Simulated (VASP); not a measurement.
# Ta (Im-3m) in VASP: further runs

The runs below take Ta through relaxation of cell and atoms, relaxation of the atoms, with PBEsol.

Program: VASP 6.6.1. These are calculated values, not measurements. Logs are shortened: lines on timing, memory, paths and dates and some standing lists are left out, and cuts for length are marked.

## Step 1: The structure

The structure is cubic, space group Im-3m (No. 229). Conventional cell: a = 3.303 Å, b = 3.303 Å, c = 3.303 Å, α = 90.00°, β = 90.00°, γ = 90.00°. Ta (site symmetry m-3m) is surrounded by 8 Ta at 2.86 Å.

## Step 2: Relaxation of cell and atoms, PBEsol

The input, INCAR:

```
SYSTEM = Ta
PREC = Accurate
ENCUT = 600
EDIFF = 1E-6
ISMEAR = 1
SIGMA = 0.1
LREAL = .FALSE.
LASPH = .TRUE.
NELM = 80
ALGO = Normal
ISIF = 3
LWAVE = .FALSE.
LCHARG = .FALSE.
GGA = PS
IBRION = 2
NSW = 90
EDIFFG = -0.01
```

The input, KPOINTS:

```
Automatic mesh
0
G
  16 16 16
  0 0 0
```

The input, POSCAR:

```
Ta
1.0
   -1.6512800000      1.6512800000      1.6512800000
    1.6512800000     -1.6512800000      1.6512800000
    1.6512800000      1.6512800000     -1.6512800000
Ta
1
Direct
    0.0000000000      0.0000000000      0.0000000000
```

Potentials or basis: VASP PAW PBE potentials, release 64 (Ta_pv).

Started as:

```bash
cat potpaw_PBE.64/Ta_pv/POTCAR > POTCAR
mpirun -np 1 vasp_std > vasp.out
```

OUTCAR:

```text
SYSTEM = Ta
   PREC = Accurate
   ENCUT = 600
   EDIFF = 1E-6
   ISMEAR = 1
   LREAL = .FALSE.
   LASPH = .TRUE.
   NELM = 80
   ISIF = 3
   GGA = PS
   IBRION = 2
   NSW = 90
   EDIFFG = -0.01

 ion  position               nearest neighbor table
   1  0.000  0.000  0.000-

  LATTYP: Found a body centered cubic cell.
 ALAT       =     3.3025600000

  Lattice vectors:

 A1 = (  -1.6512800000,   1.6512800000,   1.6512800000)
 A2 = (   1.6512800000,  -1.6512800000,   1.6512800000)
 A3 = (   1.6512800000,   1.6512800000,  -1.6512800000)

Analysis of symmetry for initial positions (statically):
=====================================================================
 Subroutine PRICEL returns:
 Original cell was already a primitive cell.

 Routine SETGRP: Setting up the symmetry group for a
 body centered cubic supercell.

 Subroutine GETGRP returns: Found 48 space group operations
 (whereof 48 operations were pure point group operations)
 out of a pool of 48 trial point group operations.

The static configuration has the point symmetry O_h .

Analysis of symmetry for dynamics (positions and initial velocities):
=====================================================================
 Subroutine PRICEL returns:
 Original cell was already a primitive cell.

 Routine SETGRP: Setting up the symmetry group for a
 body centered cubic supercell.

 Subroutine GETGRP returns: Found 48 space group operations
 (whereof 48 operations were pure point group operations)
 out of a pool of 48 trial point group operations.

The dynamic configuration has the point symmetry O_h .

 Subroutine INISYM returns: Found 48 space group operations
 (whereof 48 operations are pure point group operations),
 and found     1 'primitive' translations

----------------------------------------------------------------------------------------

                                     Primitive cell

  volume of cell :      18.0104

  direct lattice vectors                    reciprocal lattice vectors
    -1.651280000  1.651280000  1.651280000     0.000000000  0.302795407  0.302795407
     1.651280000 -1.651280000  1.651280000     0.302795407  0.000000000  0.302795407
     1.651280000  1.651280000 -1.651280000     0.302795407  0.302795407  0.000000000

  length of vectors
     2.860100858  2.860100858  2.860100858     0.428217371  0.428217371  0.428217371

  position of ions in fractional coordinates (direct lattice)
     0.000000000  0.000000000  0.000000000

  ion indices of the primitive-cell ions
   primitive index   ion index
                 1           1

----------------------------------------------------------------------------------------

 KPOINTS: Automatic mesh

Automatic generation of k-mesh.
 Grid dimensions read from file:
 generate k-points for:   16   16   16

 Generating k-lattice:

  Cartesian coordinates                     Fractional coordinates (reciprocal lattice)
     0.000000000  0.018924713  0.018924713     0.062500000  0.000000000  0.000000000
     0.018924713  0.000000000  0.018924713     0.000000000  0.062500000  0.000000000
     0.018924713  0.018924713  0.000000000     0.000000000  0.000000000  0.062500000

  Length of vectors
     0.026763586  0.026763586  0.026763586

  Shift w.r.t. Gamma in fractional coordinates (k-lattice)
     0.000000000  0.000000000  0.000000000

 Subroutine IBZKPT returns following result:
 ===========================================

 Found    145 irreducible k-points:

 Following reciprocal coordinates:
            Coordinates               Weight
  0.000000  0.000000  0.000000      1.000000
  0.062500  0.000000  0.000000     12.000000
  0.125000  0.000000  0.000000     12.000000
  0.187500  0.000000  0.000000     12.000000
  0.250000  0.000000  0.000000     12.000000
  0.312500  0.000000  0.000000     12.000000
[... 16 lines left out ...]
  0.187500  0.187500  0.000000     24.000000
  0.250000  0.187500  0.000000     48.000000
 [... further k-points ...]
   k-points           NKPTS =    145   k-points in BZ     NKDIM =    145   number of bands    NBANDS=      9
   number of dos      NEDOS =    301   number of ions     NIONS =      1
   total plane-waves  NPLWV =  13824
   dimension x,y,z NGX =    24 NGY =   24 NGZ =   24
   dimension x,y,z NGXF=    48 NGYF=   48 NGZF=   48
   ions per type =               1
   NGX,Y,Z   is equivalent  to a cutoff of  13.95, 13.95, 13.95 a.u.
   NGXF,Y,Z  is equivalent  to a cutoff of  27.90, 27.90, 27.90 a.u.
 SYSTEM =  Ta
   PREC   = accura    normal or accurate (medium, high low for compatibility)
   ISTART =      0    job   : 0-new  1-cont  2-samecut
   ICHARG =      2    charge: 1-file 2-atom 10-const
   ISPIN  =      1    spin polarized calculation?
   LNONCOLLINEAR =      F non collinear calculations
   LSORBIT =      F    spin-orbit coupling
   LASPH  =      T    aspherical Exc in radial PAW
   ENCUT  =  600.0 eV  44.10 Ry    6.64 a.u.   5.71  5.71  5.71*2*pi/ulx,y,z
   NELM   =     80;   NELMIN=  2; NELMDL= -5     # of ELM steps
   EDIFF  = 0.1E-05   stopping-criterion for ELM
   LREAL  =      F    real-space projection
   EDIFFG = -.1E-01   stopping-criterion for IOM
   NSW    =     90    number of steps for IOM
   IBRION =      2    ionic relax: 0-MD 1-quasi-New 2-CG
   NFREE  =      1    steps in history (QN), initial steepest desc. (CG)
   ISIF   =      3    stress and relaxation
   ISYM   =      2    0-nonsym 1-usesym 2-fastsym
   POTIM  = 0.5000    time-step for ionic-motion
   TEBEG  =    0.0;   TEEND  =   0.0 temperature during run
   PSTRESS=    0.0 pullay stress
   NELECT =      11.0000    total number of electrons
   NUPDOWN=      -1.0000    fix difference up-down
   EMIN   =  10.00;   EMAX   =-10.00  energy-range for DOS
   EFERMI =   0.00;   METHOD = LEGACY
   ISMEAR =     1;   SIGMA  =   0.10  broadening in eV -4-tet -1-fermi 0-gaus
   EFERMI_NEDOS =   21; number of points for ismear=-14 and -15
   IALGO  =     38    algorithm
   IMIX   =      4    mixing-type and parameters
     AMIX     =   0.40;   BMIX     =  1.00
     AMIX_MAG =   1.60;   BMIX_MAG =  1.00
  volume/ion in A,a.u.               =      18.01       121.54
  Fermi-wavevector in a.u.,A,eV,Ry     =   1.388988  2.624806 26.249534  1.929286
  Thomas-Fermi vector in A             =   2.513061
   LORBIT       =      0    0 simple, 1 ext, 2 COOP (PROOUT), +10 PAW based schemes
   GGA     = PS    functional components
   LHFCALC =     F    Hartree Fock is set to
   AEXX    =    0.0000 exact exchange contribution
   IVDW    =     0    specifies the selected vdW correction
   LEPSILON=     F    determine dielectric tensor
   LRPA    =     F    only Hartree local field effects (RPA)
 conjugate gradient relaxation of ions
 non-spin polarized calculation
 Methfessel and Paxton  Order N= 1 SIGMA  =   0.10
  energy-cutoff  :      600.00
  volume of cell :       18.01
 maximum number of plane-waves:       616
   NGX = 11   NGY = 11   NGZ = 11

--------------------------------------- Ionic step        1  -------------------------------------------

 number of electron      11.0000002 magnetization

 Free energy of the ion-electron system (eV)
  ---------------------------------------------------
  ext. energy  EPLUGINS =         0.00000000
  ---------------------------------------------------
  free energy    TOTEN  =       -12.54338423 eV

  energy without entropy =      -12.54287870  energy(sigma->0) =      -12.54321572

------------------------ aborting loop because EDIFF is reached ----------------------------------------

  FORCE on cell =-STRESS in cart. coord.  units (eV):
  Direction    XX          YY          ZZ          XY          YZ          ZX
  --------------------------------------------------------------------------------------
  -------------------------------------------------------------------------------------
  Total       -0.3931613     -0.3931613     -0.3931613     -0.0000000     -0.0000000      0.0000000
  in kB      -34.9751177    -34.9751177    -34.9751177     -0.0000000     -0.0000000      0.0000000
  external PRESSURE =     -34.9751177 kB  Pullay stress =       0.0000000 kB

 VOLUME and BASIS-vectors are now :
 -----------------------------------------------------------------------------
  energy-cutoff  :      600.00
  volume of cell :       18.01
      direct lattice vectors                 reciprocal lattice vectors
    -1.651280000  1.651280000  1.651280000     0.000000000  0.302795407  0.302795407
     1.651280000 -1.651280000  1.651280000     0.302795407  0.000000000  0.302795407
     1.651280000  1.651280000 -1.651280000     0.302795407  0.302795407  0.000000000
[... 36 lines left out ...]
 POSITION                                       TOTAL-FORCE (eV/Angst)
 -----------------------------------------------------------------------------------
     -0.00000      0.00000      0.00000        -0.000000     -0.000000      0.000000
 -----------------------------------------------------------------------------------
    total drift:                               -0.000000      0.000000     -0.000000

  FREE ENERGIE OF THE ION-ELECTRON SYSTEM (eV)
  ---------------------------------------------------
  free  energy   TOTEN  =       -12.5287978725 eV

  energy  without entropy=      -12.5280706053  energy(sigma->0) =      -12.52855545

--------------------------------------- Ionic step        3  -------------------------------------------

 number of electron      11.0000002 magnetization

 Free energy of the ion-electron system (eV)
  ---------------------------------------------------
  ext. energy  EPLUGINS =         0.00000000
  ---------------------------------------------------
  free energy    TOTEN  =       -12.54687469 eV

  energy without entropy =      -12.54609366  energy(sigma->0) =      -12.54661435

 E-fermi :   5.4355     XC(G=0): -12.8191

 val. band max:        5.4301775683   @ k =   0.3125   0.1250   0.0625
 cond. band min:       5.4431556485   @ k =  -0.3125   0.4375   0.1250
 fundamental gap:      0.0129780802
 Fermi energy:         5.4354723477

 k-point     1 :       0.0000    0.0000    0.0000
  band No.  band energies     occupation
      1     -27.4971      2.00000
      2     -27.4971      2.00000
      3     -27.4971      2.00000
      4      -2.5333      2.00000
      5       6.1795     -0.00000
      6       6.1795     -0.00000
      7       6.1795     -0.00000
      8       9.5135      0.00000
      9       9.5135      0.00000

 k-point     2 :       0.0625    0.0000    0.0000
  band No.  band energies     occupation
      1     -27.5492      2.00000
      2     -27.5130      2.00000
      3     -27.4974      2.00000
      4      -2.3541      2.00000
      5       6.0627     -0.00000
      6       6.1460     -0.00000
      7       6.3551     -0.00000
      8       9.3231      0.00000
      9       9.5136      0.00000
[... 253 lines left out ...]
 k-point    24 :       0.2500    0.1875    0.0000
  band No.  band energies     occupation
      1     -28.4820      2.00000
      2     -27.9048      2.00000
      3     -27.6055      2.00000
      4       1.7299      2.00000
      5       4.1622      2.00000
      6       4.8484      2.00000
      7       8.8513      0.00000
      8      10.3921      0.00000
      9      12.3511      0.00000

 [... further k-points ...]

------------------------ aborting loop because EDIFF is reached ----------------------------------------

  FORCE on cell =-STRESS in cart. coord.  units (eV):
  Direction    XX          YY          ZZ          XY          YZ          ZX
  --------------------------------------------------------------------------------------
  -------------------------------------------------------------------------------------
  Total       -0.0041701     -0.0041701     -0.0041701     -0.0000000      0.0000000      0.0000000
  in kB       -0.3775099     -0.3775099     -0.3775099     -0.0000000      0.0000000      0.0000000
  external PRESSURE =      -0.3775099 kB  Pullay stress =       0.0000000 kB

 VOLUME and BASIS-vectors are now :
 -----------------------------------------------------------------------------
  energy-cutoff  :      600.00
  volume of cell :       17.70
      direct lattice vectors                 reciprocal lattice vectors
    -1.641685368  1.641685368  1.641685368     0.000000000  0.304565058  0.304565058
     1.641685368 -1.641685368  1.641685368     0.304565058  0.000000000  0.304565058
     1.641685368  1.641685368 -1.641685368     0.304565058  0.304565058  0.000000000

 POSITION                                       TOTAL-FORCE (eV/Angst)
 -----------------------------------------------------------------------------------
     -0.00000      0.00000      0.00000         0.000000     -0.000000     -0.000000
 -----------------------------------------------------------------------------------
    total drift:                               -0.000000      0.000000     -0.000000

  FREE ENERGIE OF THE ION-ELECTRON SYSTEM (eV)
  ---------------------------------------------------
  free  energy   TOTEN  =       -12.5468746878 eV

  energy  without entropy=      -12.5460936622  energy(sigma->0) =      -12.54661435

 reached required accuracy - stopping structural energy minimisation
```

Run time: 15 s. Hardware: 1 thread of Intel Xeon 6975P-C (Granite Rapids), shared host; peak memory 0.16 GiB.

What came out:

```yaml
Free_energy: -12.5469 eV
Relaxed_volume: 17.70 Å³/atom
Relaxed_cell: a = 2.843 Å, b = 2.843 Å, c = 2.843 Å, α = 109.47°, β = 109.47°, γ = 109.47°
Space_group_after_relaxing_to_0.05_Å: Im-3m (No. 229)
Energy_gained_by_relaxing: 3.5 meV/atom
Ionic_steps: 3
Pressure_after_relaxing: 0.0 GPa
Band_gap_on_the_k_mesh: none (metal or under the smearing width)
```

Step by step:
```csv
step,energy change (eV),largest force (eV/Å),pressure (GPa),volume (Å³)
1,0.0000,0.0000,-3.50,18.01
2,0.0146,0.0000,8.67,17.00
3,-0.0035,0.0000,-0.04,17.70
```

Final structure:
```cif
data_structure
_symmetry_space_group_name_H-M 'P 1'
_symmetry_Int_Tables_number 1
_cell_length_a 2.8435
_cell_length_b 2.8435
_cell_length_c 2.8435
_cell_angle_alpha 109.471
_cell_angle_beta 109.471
_cell_angle_gamma 109.471
_cell_volume 17.70
loop_
_atom_site_label
_atom_site_type_symbol
_atom_site_fract_x
_atom_site_fract_y
_atom_site_fract_z
_atom_site_occupancy
Ta1 Ta 0.00000 0.00000 0.00000 1
```

Levels at points of the mesh, in eV from the Fermi level:
| k point | band 1 | band 2 | band 3 | band 4 | band 5 | band 6 | band 7 | band 8 | band 9 |
| --- | --- | --- | --- | --- | --- | --- | --- | --- | --- |
| (0.00, 0.00, 0.00) | -32.93 | -32.93 | -32.93 | -7.97 | 0.74 | 0.74 | 0.74 | 4.08 | 4.08 |
| (0.50, 0.00, 0.00) | -34.18 | -33.34 | -32.94 | -4.44 | -1.58 | 1.72 | 3.97 | 5.02 | 8.00 |
| (0.50, 0.50, 0.50) | -33.80 | -33.80 | -33.80 | -3.89 | -3.89 | 7.01 | 7.01 | 7.01 | 8.85 |

Caveat: the PAW data sets were made with another functional, which shifts forces and pressure a little. The run has no spin-orbit coupling, so splittings on Ta are missing.

## Step 3: Relaxation of cell and atoms, PBEsol

This run uses another cell than the first one, of 17.70 Å³/atom, 0.983 times its volume.

Edit INCAR of step 2 so:

```diff
@@ -3,3 +3,3 @@
 ENCUT = 600
-EDIFF = 1E-6
+EDIFF = 1E-7
 ISMEAR = 1
@@ -16,2 +16,2 @@
 NSW = 90
-EDIFFG = -0.01
+EDIFFG = -0.005
```

KPOINTS is that of step 2.

The input, POSCAR:

```
Ta                                      
1.0
   -1.6416853682      1.6416853682      1.6416853682
    1.6416853682     -1.6416853682      1.6416853682
    1.6416853682      1.6416853682     -1.6416853682
  Ta            
     1
Direct
     0.0000000000000000    0.0000000000000000    0.0000000000000000
```

Potentials or basis: VASP PAW PBE potentials, release 64 (Ta_pv).

Started as:

```bash
cat potpaw_PBE.64/Ta_pv/POTCAR > POTCAR
mpirun -np 1 vasp_std > vasp.out
```

Run time: 9.3 s. Hardware: 1 thread of Intel Xeon 6975P-C (Granite Rapids), shared host; peak memory 0.16 GiB.

The run converged. Its results:

* Free energy: -12.5468 eV
* Pressure after relaxing: 0.0 GPa
* Band gap on the k mesh: none (metal or under the smearing width)

Final structure:
```
Ta
1.0
    -1.64169    1.64169    1.64169
     1.64169   -1.64169    1.64169
     1.64169    1.64169   -1.64169
Ta
1
Direct
  0.00000 0.00000 0.00000
```

Levels at points of the mesh, in eV from the Fermi level:
| k point | band 3 | band 4 | band 5 | band 6 | band 7 | band 8 |
| --- | --- | --- | --- | --- | --- | --- |
| (0.00, 0.00, 0.00) | -32.93 | -7.97 | 0.74 | 0.74 | 0.74 | 4.08 |
| (0.50, 0.00, 0.00) | -32.94 | -4.44 | -1.58 | 1.72 | 3.97 | 5.02 |
| (0.50, 0.50, 0.50) | -33.80 | -3.89 | -3.89 | 7.01 | 7.01 | 7.01 |

Caveat: the relaxation stopped at its first step, so nothing moved; the PAW data sets were made with another functional, which shifts forces and pressure a little. Spin-orbit coupling is left out, which matters for the levels of Ta.

## Step 4: Relaxation of the atoms, PBEsol (a relaxed cell with its volume scaled by 0.94)

Edit INCAR of step 3 so:

```diff
@@ -10,3 +10,3 @@
 ALGO = Normal
-ISIF = 3
+ISIF = 2
 LWAVE = .FALSE.
@@ -15,3 +15,3 @@
 IBRION = 2
-NSW = 90
-EDIFFG = -0.005
+NSW = 40
+EDIFFG = -0.01
```

KPOINTS is that of step 3.

The input, POSCAR:

```
Ta                                      
1.0
   -1.6081721816      1.6081721816      1.6081721816
    1.6081721816     -1.6081721816      1.6081721816
    1.6081721816      1.6081721816     -1.6081721816
  Ta            
     1
Direct
     0.0000000000000000    0.0000000000000000    0.0000000000000000
```

Started as:

```bash
cat potpaw_PBE.64/Ta_pv/POTCAR > POTCAR
mpirun -np 1 vasp_std > vasp.out
```

It took 8.1 s on 1 thread of Intel Xeon 6975P-C (Granite Rapids), shared host; peak memory 0.15 GiB.

Results (log left out):

```
Free energy             : -12.5026 eV
Pressure after relaxing : 14.0 GPa
Band gap on the k mesh  : none (metal or under the smearing width)
```

Final structure:
```yaml
crystal:
  lattice:
    - [-1.60817, 1.60817, 1.60817]
    - [1.60817, -1.60817, 1.60817]
    - [1.60817, 1.60817, -1.60817]
  atoms:
    - { symbol: Ta, position: [0.00000, 0.00000, 0.00000] }
```

Levels at points of the mesh, in eV from the Fermi level:
```
           k point  band 2  band 3  band 4  band 5  band 6  band 7  band 8  band 9
(0.00, 0.00, 0.00)  -32.68  -32.68   -8.21    0.73    0.73    0.73    4.29    4.29
(0.50, 0.00, 0.00)  -33.17  -32.69   -4.74   -1.79    2.04    4.23    5.36    8.64
(0.50, 0.50, 0.50)  -33.73  -33.73   -4.29   -4.29    7.54    7.54    7.54    9.45
```

Caveat: the relaxation stopped at its first step, so nothing moved; the PAW data sets were made with another functional, which shifts forces and pressure a little.
